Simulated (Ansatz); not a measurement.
## Se, space group R-3m: a supercell folding check

Run with the Ansatz DFT code, driven from Python.

The script, `fold_se.py`:
```python
"""Band folding check for Se."""

import ansatz as az

xtal = (
    az.Lattice.of((1.925, 1.11139927, 0.88166667), (-1.925, 1.11139927, 0.88166667), (0.0, -2.22279854, 0.88166667))
    .atom("Se", (0.0, 0.0, 0.0))
)

# the mesh shrinks as the cell grows, so that all cells sample the same points
mesh = (8, 8, 8)
rows = []
for repeats in [(1, 1, 1), (1, 2, 1), (2, 2, 1)]:
    job = (
        xtal.supercell(*repeats).calculation()
        .functional("pbe")
        .occupations("cold", width=0.05)
        .kpoints(*(k // n for k, n in zip(mesh, repeats)))
    )
    data = job.run().report
    n = len(data["lattice"]["sites"])
    rows.append((repeats, n, data["free_energy_ev"] / n, data["fermi_energy_ev"], data["n_kpoints"], data["n_symmetry_ops"]))
print("       repeats           atoms       F/atom eV  Fermi level eV        k-points  symmetry operations")
for row in rows:
    print(f"{str(row[0]):>14s}  {row[1]:14d}  {row[2]:14.5f}  {row[3]:14.4f}  {row[4]:14d}  {row[5]:19d}")
```

`python fold_se.py` gives:
```text
DeckWarning: basis.ecutwfc = 420 eV, auto-derived from the records' recommended cutoffs: set by Se (normal level)
       repeats           atoms       F/atom eV  Fermi level eV        k-points  symmetry operations
     (1, 1, 1)               1     -5465.89223         24.6967              65                   12
     (1, 2, 1)               2     -5465.89223         24.6968              78                    8
     (2, 2, 1)               4     -5465.89223         24.6967              44                   16
```
(Warnings from the package without file and line.)

Absolute energies stand on the zero of these potentials, so only differences at equal settings mean something. For a metal this k-point mesh is coarse: on a finer one energies can move by several to tens of meV an atom and pressures by half a GPa or more, differences at one mesh by less. This isn't the structure that Se takes at ambient conditions. The count of operations in a supercell holds its pure translations too, and an uneven repeat can lower the point group. Run time: 4.7 s on 1 thread of Arm Neoverse V2, with other jobs on the host, peak memory 0.38 GiB.
